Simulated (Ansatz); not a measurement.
# Si (P6/mmm) in Ansatz: notebook

Aim: see how the results for Si move with the level of theory and the settings. Levels: RPBE, revPBE. Tasks: band structure.

Everything below comes from runs of Ansatz 0.2.0. Logs are shortened: lines on timing, memory, paths and dates and some standing lists are left out, and cuts for length are marked.

## 1. The structure

Symmetry: P6/mmm, No. 191, hexagonal system. Conventional cell: a = 2.621 Å, b = 2.621 Å, c = 2.466 Å, α = 90.00°, β = 90.00°, γ = 120.00°. Si (site symmetry 6/mmm) is surrounded by 8 Si at 2.47 to 2.62 Å.

This isn't the form of Si at room conditions, which is diamond.

## 2. Band structure, RPBE

Contents of input.yaml:

```yaml
crystal:
  lattice:
    - [2.6205428149, 0.0, 0.0]
    - [-1.3102714075, 2.2694566494, 0.0]
    - [0.0, 0.0, 2.46635439]
  atoms:
    - { symbol: Si, position: [0.0, 0.0, 0.0] }
hamiltonian:
  xc: rpbe
  pseudopotentials: { kind: paw }
kpoints:
  mp_grid: { grid: [12, 12, 11] }
  band_path:
    path:
      - [[0.0, 0.0, 0.0], [0.5, 0.0, 0.0], [0.3333333333, 0.3333333333, 0.0], [0.0, 0.0, 0.0], [0.0, 0.0, 0.5], [0.5, 0.0, 0.5], [0.3333333333, 0.3333333333, 0.5], [0.0, 0.0, 0.5]]
      - [[0.5, 0.0, 0.5], [0.5, 0.0, 0.0]]
      - [[0.3333333333, 0.3333333333, 0.0], [0.3333333333, 0.3333333333, 0.5]]
    npoints: 14
scf:
  occupations: { method: fermi_dirac, width: 0.05 }
  n_extra_bands: 6
output:
  forces: true
  stress: true
  eigenvalues: true
  fatbands: false
```

Potentials or basis: Ansatz PAW.

Run with:

```bash
$ ansatz run input.yaml --threads 2 --pin off --max-ram 5632MiB --backend cpu --events-out ev --progress --plain --runs-dir out
```

The log of the run:

```text
Warning: RAYON_NUM_THREADS=2 ignored (pool sized by the plan → 2); use --threads N
scf.n_extra_bands = 6 over 2 filled bands (N_el = 4.0): the run solves 8 bands
Engine: ansatz 0.2.0, aarch64-unknown-linux-gnu
Pseudopotentials: kind: paw
Pseudopotential: Si, paw, valence charge 4, recommended cutoff 420 eV (normal), Si.paw.azcp
Functional definition: RPBE
  parameter kappa = 0.804
  parameter beta = 0.06672455060314922
  exchange = rpbe_x(kappa = kappa, mu = beta*pi^2/3)
  correlation = pbe_c(beta = beta)
Crystal: 1 atoms, lattice volume = 14.668 Å³
Basis set: ecut = 420 eV, 279 PW (Γ), exchange–correlation on 36×36×36 points (8 copies of the dense FFT grid, shifted against one another)
Bands: 8, of which v1, the nominal top of the filled ones, is band 2 counted from 1 (1 counted from 0)
Symmetry: 24 space group operations
Space group: P6/mmm (ITA 191), of the structure as read, at distance tolerance 2.4e-5 Å
k-points: 114 of 1584
Non-local potential: Si, projectors of the file, l = 0: 2, l = 1: 2, l = 2: 2
PAW form: soft (Blöchl's): semilocal exchange-correlation on the pseudo side does not see the compensation charge
PAW frozen core: Si, regenerated for the run's functional, and the local potential with it (the file was generated under x = pbe(κ = 0.804, μ = 0.2195149727645171), c = pbe(β = 0.06672455060314922))
PAW one-centre angular grid: Si, 110 points (default); XC on 64 Gauss nodes
Initial density: superposition of atomic densities (neutral atoms: chi_scale 0, normalization atom), corrected by the library's trained network
Initial wavefunctions: pseudopotential atomic-orbital guess
Functional: x = rpbe, c = pbe(β = 0.06672455060314922)
SCF iter   1: F=—  HF=-638.561720 eV  |F-HF|=—  |Δ(HF+E_count)|=         —  Δρ=2.66e-3  dr2=7.48e-4  ethr=1.77e-3  ⟨swp⟩=5.2  Hψ=7372  notcnv=0  defer=24
preconditioner: auto → none  [metal: Δε(μ)=0.043 eV  Ē_g=17.313 eV  σ=0.050 eV  W_gap=0.21  n_scr=0 (ndim 8)  ℏωp=19.4 eV  f_vac=0.000  D(μ)=0.39/eV (n_scr^D=0)]
SCF iter   2: F=—  HF=-638.561648 eV  |F-HF|=—  |Δ(HF+E_count)|=   7.27e-5  Δρ=1.20e-3  dr2=1.34e-4  ethr=1.87e-5  ⟨swp⟩=1.4  Hψ=1865  notcnv=0  defer=71
SCF iter   3: F=—  HF=-638.561648 eV  |F-HF|=—  |Δ(HF+E_count)|=   1.97e-7  Δρ=1.40e-4  dr2=1.73e-6  ethr=3.34e-6  ⟨swp⟩=2.0  Hψ=979  notcnv=0  defer=71
SCF iter   4: F=—  HF=-638.561628 eV  |F-HF|=—  |Δ(HF+E_count)|=   2.00e-5  Δρ=4.30e-5  dr2=1.93e-7  ethr=4.32e-8  ⟨swp⟩=1.0  Hψ=759  notcnv=0  defer=71
iter 5 did not close the SCF: its close was put off for the readings that it lacked (scf_convergence_deferred on its scf_iter line)
SCF iter   5: F=-638.561628 eV  HF=-638.561628 eV  |F-HF|=2.80e-10  |Δ(HF+E_count)|=   6.85e-8  Δρ=2.42e-6  dr2=7.71e-10  ethr=4.81e-9  ⟨swp⟩=2.0  Hψ=984  notcnv=0  defer=71
SCF iter   6: F=-638.561628 eV  HF=-638.561628 eV  |F-HF|=4.55e-13  |Δ(HF+E_count)|=  2.15e-10  Δρ=2.50e-7  dr2=4.78e-12  ethr=1.93e-11  ⟨swp⟩=4.4  Hψ=3836  notcnv=0
SCF 1 converged in 6 iterations: F = -638.561628 eV  dr2 = 4.78e-12
NSCF: frozen V_eff on 129 k-points
SCF converged after 6 iterations
Free energy (F): -638.561628 eV
Harris-Foulkes:  -638.561628 eV  (|F-HF|=4.55e-13)
Internal energy: -638.558510 eV  (E = F + TS)
E sigma→0 (E₀):  -638.560069 eV
Entropy (-TS):   -0.003117 eV (-3.117 meV/atom)
Fermi energy:    10.306278 eV
--- Per-component energies (eV) ---
  E_band       = 18.897058
  E_kinetic    = 41.512029
  E_local      = 0.133979  (includes V_loc(G=0)·N_el)
  E_nonlocal   = 24.887086
  E_hartree    = 1.012540
  E_xc         = -56.071782
  E_vxc        = -47.762755  (∫ρ·V_xc dr)
  E_paw        = -515.391618  (= ΣΔE_a)
  E_vpaw       = -1.898369  (= ΣTr[D̂ρ^β])
  E_aug_tail   = 0.000007  (compensation charges beyond the density's cutoff)
  E_ewald      = -134.616768
  E_core_change = -0.023983  (= ΣΔE_core)
  E_smearing   = -0.003117  (= −TS)
  E_closure    = 0.000000  (closes the sum)
  Σ components = -638.561628   (vs F -638.561628, Δ=0.00e0)
--- Forces (eV/Å), atoms counted from 1 ---
  atom   1  Si     0.00000000     0.00000000     0.00000000
  max |Σ_I F_I| component: 1.03e-33 eV/Å
--- Stress (GPa, compression-positive) ---
        3.143036      -0.000000       0.000000
       -0.000000       3.143036       0.000000
        0.000000       0.000000       7.564861
  P = ⅓ Tr σ = 4.6170 GPa (46.170 kbar)
--- Band table (eV; the first three rows and the last of 114) ---
  k-point 0: bands = ["-3.8168", "17.8163", "18.3729", "20.7859", "20.7859", "22.5973", "22.5973", "27.8972"]
  k-point 1: bands = ["-3.6230", "14.7128", "20.9379", "20.9379", "21.3895", "22.7524", "22.7524", "28.0863"]
  k-point 2: bands = ["-3.0444", "11.4712", "21.3925", "21.3925", "23.2027", "23.2027", "24.2633", "28.6474"]
  k-point 113: bands = ["8.9559", "9.3538", "9.3538", "11.9036", "14.3874", "14.3874", "32.9770", "32.9770"]
```

It took 0.79 s on 2 threads of Arm Neoverse V2, shared host; peak memory 0.25 GiB.

What came out:

```yaml
Free_energy: -638.5616 eV
Pressure: 4.6 GPa
Band_gap_on_the_k_mesh: none (metal or under the smearing width)
```

Stress tensor (GPa, compression positive):
```
3.14 0.00 0.00
0.00 3.14 0.00
0.00 0.00 7.56
```

Levels at the corners of the path, in eV from the Fermi level:
```csv
point,band 1,band 2,band 3,band 4,band 5,band 6,band 7
Γ,-14.12,7.51,8.07,10.48,10.48,12.29,12.29
M,-7.59,-6.81,5.21,6.52,13.01,15.17,17.08
K,-5.66,-4.58,-4.58,14.05,15.52,17.32,17.32
Γ,-14.12,7.51,8.07,10.48,10.48,12.29,12.29
A,-9.20,-7.22,14.16,14.16,15.04,15.04,16.56
L,-2.93,-2.10,-1.81,1.46,8.92,12.45,12.50
H,-1.00,-0.77,-0.77,1.17,3.80,3.80,22.77
A,-9.20,-7.22,14.16,14.16,15.04,15.04,16.56
L,-2.93,-2.10,-1.81,1.46,8.92,12.45,12.50
M,-7.59,-6.81,5.21,6.52,13.01,15.17,17.08
K,-5.66,-4.58,-4.58,14.05,15.52,17.32,17.32
H,-1.00,-0.77,-0.77,1.17,3.80,3.80,22.77
```

Caveat: the PAW data sets come from PBE, with cores solved anew for the run's functional, which leaves a small shift of forces and pressure.

## 3. Band structure, revPBE

Edit input.yaml of step 2 so:

```diff
@@ -8,3 +8,3 @@
 hamiltonian:
-  xc: rpbe
+  xc: revpbe
   pseudopotentials: { kind: paw }
@@ -26 +26,5 @@
   fatbands: false
+  write_density: true
+  write_potential: true
+  elf: true
+  volumetric_format: npy
```

Potentials or basis: Ansatz PAW.

Run with:

```bash
$ ansatz run input.yaml --threads 2 --pin off --max-ram 5632MiB --backend cpu --events-out ev --progress --plain --runs-dir out
```

The log of the run:

```text
Warning: RAYON_NUM_THREADS=2 ignored (pool sized by the plan → 2); use --threads N
scf.n_extra_bands = 6 over 2 filled bands (N_el = 4.0): the run solves 8 bands
[... 3 set-up lines as earlier in the session ...]
Functional definition: revPBE
  parameter kappa = 1.245
[... 1 set-up line as earlier in the session ...]
  exchange = pbe_x(kappa = kappa, mu = beta*pi^2/3)
[... 1 set-up line as earlier in the session ...]
Crystal: 1 atoms, lattice volume = 14.668 Å³
Basis set: ecut = 420 eV, 279 PW (Γ), exchange–correlation on 36×36×36 points (8 copies of the dense FFT grid, shifted against one another)
Bands: 8, of which v1, the nominal top of the filled ones, is band 2 counted from 1 (1 counted from 0)
[... 2 set-up lines as earlier in the session ...]
k-points: 114 of 1584
[... 6 set-up lines as earlier in the session ...]
Functional: x = revpbe(κ = 1.245, μ = 0.2195149727645171), c = pbe(β = 0.06672455060314922)
SCF iter   1: F=—  HF=-637.703537 eV  |F-HF|=—  |Δ(HF+E_count)|=         —  Δρ=2.32e-3  dr2=5.59e-4  ethr=1.77e-3  ⟨swp⟩=5.2  Hψ=7388  notcnv=0  defer=27
preconditioner: auto → none  [metal: Δε(μ)=0.046 eV  Ē_g=17.304 eV  σ=0.050 eV  W_gap=0.22  n_scr=0 (ndim 8)  ℏωp=19.4 eV  f_vac=0.000  D(μ)=0.39/eV (n_scr^D=0)]
SCF iter   2: F=—  HF=-637.703512 eV  |F-HF|=—  |Δ(HF+E_count)|=   2.52e-5  Δρ=1.01e-3  dr2=9.03e-5  ethr=1.40e-5  ⟨swp⟩=1.5  Hψ=1896  notcnv=0  defer=74
SCF iter   3: F=—  HF=-637.703500 eV  |F-HF|=—  |Δ(HF+E_count)|=   1.12e-5  Δρ=1.42e-4  dr2=1.57e-6  ethr=2.26e-6  ⟨swp⟩=1.9  Hψ=949  notcnv=0  defer=74
SCF iter   4: F=—  HF=-637.703501 eV  |F-HF|=—  |Δ(HF+E_count)|=   8.42e-7  Δρ=3.58e-5  dr2=1.28e-7  ethr=3.92e-8  ⟨swp⟩=1.1  Hψ=773  notcnv=0  defer=74
iter 5 did not close the SCF: its close was put off for the readings that it lacked (scf_convergence_deferred on its scf_iter line)
SCF iter   5: F=-637.703501 eV  HF=-637.703501 eV  |F-HF|=5.91e-11  |Δ(HF+E_count)|=   5.00e-8  Δρ=1.07e-6  dr2=4.62e-11  ethr=3.20e-9  ⟨swp⟩=2.0  Hψ=985  notcnv=0  defer=74
SCF iter   6: F=-637.703501 eV  HF=-637.703501 eV  |F-HF|=3.41e-13  |Δ(HF+E_count)|=  2.11e-10  Δρ=7.16e-8  dr2=2.29e-13  ethr=1.16e-12  ⟨swp⟩=6.5  Hψ=4298  notcnv=0
SCF 1 converged in 6 iterations: F = -637.703501 eV  dr2 = 2.29e-13
NSCF: frozen V_eff on 129 k-points
SCF converged after 6 iterations
Free energy (F): -637.703501 eV
Harris-Foulkes:  -637.703501 eV  (|F-HF|=3.41e-13)
Internal energy: -637.700382 eV  (E = F + TS)
E sigma→0 (E₀):  -637.701942 eV
Entropy (-TS):   -0.003120 eV (-3.120 meV/atom)
Fermi energy:    10.284089 eV
--- Per-component energies (eV) ---
  E_band       = 18.816157
  E_kinetic    = 41.531998
  E_local      = -0.013342  (includes V_loc(G=0)·N_el)
  E_nonlocal   = 25.026008
  E_hartree    = 1.018382
  E_xc         = -56.064328
  E_vxc        = -47.807237  (∫ρ·V_xc dr)
  E_paw        = -514.563374  (= ΣΔE_a)
  E_vpaw       = -1.958041  (= ΣTr[D̂ρ^β])
  E_aug_tail   = 0.000007  (compensation charges beyond the density's cutoff)
  E_ewald      = -134.616768
  E_core_change = -0.018965  (= ΣΔE_core)
  E_smearing   = -0.003120  (= −TS)
  E_closure    = 0.000000  (closes the sum)
  Σ components = -637.703501   (vs F -637.703501, Δ=0.00e0)
--- Forces (eV/Å), atoms counted from 1 ---
  atom   1  Si     0.00000000    -0.00000000     0.00000000
  max |Σ_I F_I| component: 1.03e-33 eV/Å
--- Stress (GPa, compression-positive) ---
        2.767452       0.000000       0.000000
       -0.000000       2.767452       0.000000
        0.000000       0.000000       7.164712
  P = ⅓ Tr σ = 4.2332 GPa (42.332 kbar)
--- Band table (eV; the first three rows and the last of 114) ---
  k-point 0: bands = ["-3.8352", "17.7997", "18.3436", "20.7473", "20.7473", "22.5753", "22.5753", "27.8898"]
  k-point 1: bands = ["-3.6415", "14.6914", "20.8991", "20.8991", "21.3649", "22.7303", "22.7303", "28.0789"]
  k-point 2: bands = ["-3.0630", "11.4506", "21.3530", "21.3530", "23.1800", "23.1800", "24.2375", "28.6401"]
  k-point 113: bands = ["8.9328", "9.3345", "9.3345", "11.8640", "14.3717", "14.3717", "32.9302", "32.9302"]
```

bands.tsv:

```text
# k_distance	band_0	band_1	band_2	band_3	band_4	band_5	band_6	band_7
# fermi_ev = 10.284089
# lock_threshold_ev = 1e-6
# [0, 0, 0] at k_distance = 0.000000
# [0.5, 0, 0] at k_distance = 1.384293
# [0.3333333333, 0.3333333333, 0] at k_distance = 2.183515
[... 138 lines left out ...]
10.839351	-3.819511	-2.890540	-2.890540	5.671072	8.022961	8.022961	21.372526	21.372526
10.930335	-3.346463	-2.473485	-2.473485	4.681544	6.969704	6.969704	21.677529	21.677529
11.021319	-2.829995	-2.032825	-2.032825	3.740480	6.007036	6.007036	21.984426	21.984426
11.112304	-2.280866	-1.590210	-1.590210	2.859923	5.157666	5.157666	22.273124	22.273124
11.203288	-1.724175	-1.184699	-1.184699	2.065878	4.461242	4.461242	22.516372	22.516372
11.294272	-1.231325	-0.882116	-0.882116	1.430440	3.984042	3.984042	22.681718	22.681718
11.385257	-1.002629	-0.766515	-0.766515	1.154144	3.810178	3.810178	22.740844	22.740844
```

rho_z.tsv:

```text
# z_ang	rho[e/angstrom^3]
# format = ansatz-planar-average/11
# lattice	2.620542815	0.000000000	0.000000000
# lattice	-1.310271407	2.269456649	0.000000000
# lattice	0.000000000	0.000000000	2.466354390
# sites	1
# site	14	0.000000000	0.000000000	0.000000000
0.000000	3.233091e-1
0.137020	3.212283e-1
0.274039	3.154733e-1
0.411059	3.062900e-1
0.548079	2.922543e-1
0.685098	2.720580e-1
[... 10 lines left out ...]
2.192315	3.154733e-1
2.329335	3.212283e-1
```

Wall time 0.79 s (2 threads of Arm Neoverse V2, shared host); peak memory 0.25 GiB.

Results:

```yaml
Free_energy: -637.7035 eV
Pressure: 4.2 GPa
Band_gap_on_the_k_mesh: none (metal or under the smearing width)
```

Stress tensor (GPa, compression positive):
```
2.77 0.00 0.00
0.00 2.77 0.00
0.00 0.00 7.16
```

Levels at the corners of the path, in eV from the Fermi level:
```csv
point,band 1,band 2,band 3,band 4,band 5,band 6,band 7
Γ,-14.12,7.52,8.06,10.46,10.46,12.29,12.29
M,-7.59,-6.81,5.21,6.53,12.99,15.17,17.06
K,-5.66,-4.57,-4.57,14.03,15.52,17.31,17.31
Γ,-14.12,7.52,8.06,10.46,10.46,12.29,12.29
A,-9.20,-7.21,14.13,14.13,15.04,15.04,16.55
L,-2.93,-2.10,-1.82,1.47,8.91,12.45,12.49
H,-1.00,-0.77,-0.77,1.15,3.81,3.81,22.74
A,-9.20,-7.21,14.13,14.13,15.04,15.04,16.55
L,-2.93,-2.10,-1.82,1.47,8.91,12.45,12.49
M,-7.59,-6.81,5.21,6.53,12.99,15.17,17.06
K,-5.66,-4.57,-4.57,14.03,15.52,17.31,17.31
H,-1.00,-0.77,-0.77,1.15,3.81,3.81,22.74
```

Caveat: the PAW data sets come from PBE, with cores solved anew for the run's functional, which leaves a small shift of forces and pressure.
